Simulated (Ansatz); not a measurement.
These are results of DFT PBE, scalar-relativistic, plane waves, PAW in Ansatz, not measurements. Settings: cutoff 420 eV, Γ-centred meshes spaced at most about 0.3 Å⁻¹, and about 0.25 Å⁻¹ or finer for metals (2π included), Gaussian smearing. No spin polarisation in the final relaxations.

All energies are static (0 K, no zero-point motion).

Two forms of GaP2 were relaxed alike.

A.

```
CELL_PARAMETERS angstrom
2.55641 0.00000 0.00000
0.00000 2.55641 0.00000
0.00000 0.00000 7.76191
ATOMIC_POSITIONS crystal
Ga 0.00000 0.00000 0.50000
P 0.00000 0.00000 0.85289
P 0.00000 0.00000 0.14711
```

B.

```
CELL_PARAMETERS angstrom
0.00000 3.01173 3.01173
3.01173 0.00000 3.01173
3.01173 3.01173 0.00000
ATOMIC_POSITIONS crystal
Ga 0.50000 0.50000 0.50000
P 0.75000 0.75000 0.75000
P 0.00000 0.00000 0.00000
```

**Question.** Which is lower in energy, and by how much?

**Answer.** A is lower, by 300 meV/atom. A has space group P4/mmm (No. 123), 16.9 Å³/atom and no gap on its mesh; B has space group F-43m (No. 216), 18.2 Å³/atom and no gap. Counting P atoms around Ga (those within 1.25 times the shortest such distance or 1.15 times the sum of covalent radii, 1.27 where that leaves under three; a plus sign parts nearer from farther groups; the shortest distance is added where it exceeds 1.18 times the sum of covalent radii), A has Ga 2 from 2.7 Å and B has Ga 4+6. A holds P–P pairs (shortest 2.28 Å); in B the shortest P–P distance is 2.61 Å, near bonding range too. The denser one is the lower, and pressure would at first widen the difference. Even the lower one lies +0.15 eV/atom against the reference forms of the elements (uncorrected), so neither is stable at this level. In A, Ga is surrounded by 4 Ga at 2.56 Å and 2 P at 2.74 Å; around P lie 1 P at 2.28 Å, 4 P at 2.56 Å and 1 Ga at 2.74 Å. In B, around Ga lie 4 P at 2.61 Å and 6 P at 3.01 Å; P on its first site has 4 Ga at 2.61 Å and 4 P at 2.61 Å; around P on its second site lie 4 P at 2.61 Å and 6 Ga at 3.01 Å. Both come from invented guesses. A third cell relaxed alike, in Pmc2_1, lies 76 meV/atom below the lower of the two.

In P4/mmm, F-43m an odd number of electrons in the primitive cell allows no gap without spin; a larger cell or a magnetic state could open one. A magnetic state wasn't ruled out in cells without spin, among them P4/mmm, F-43m. Cells relaxed within their symmetry can be saddle points.

The lower energy of A probably comes from the phosphorus pair. Its 2.28 Å contact is close to an ordinary P–P single bond, whereas in B the shortest P–P and Ga–P distances, both 2.61 Å, are clearly stretched. B thus spreads its bonding over many weak contacts and forms no normal covalent bond.

A is not a well-bonded phosphide either. Its Ga–P distance of 2.74 Å is long for a bond that is normally strong and polar, and the in-plane P–P contacts at 2.56 Å are weak. The structure is better read as square gallium sheets, with Ga–Ga contacts of near-metallic length, alternating with phosphorus double layers. Such partial segregation gives up the tetrahedral Ga–P bonding that stabilises zinc-blende GaP, which suggests why even A lies above the elements.

The ordering therefore ranks two unfavourable arrangements and does not identify a ground state: the Pmc2_1 cell is lower still, yet it too remains above the elements. Competition with GaP plus phosphorus, the natural decomposition route, would be a stricter test.
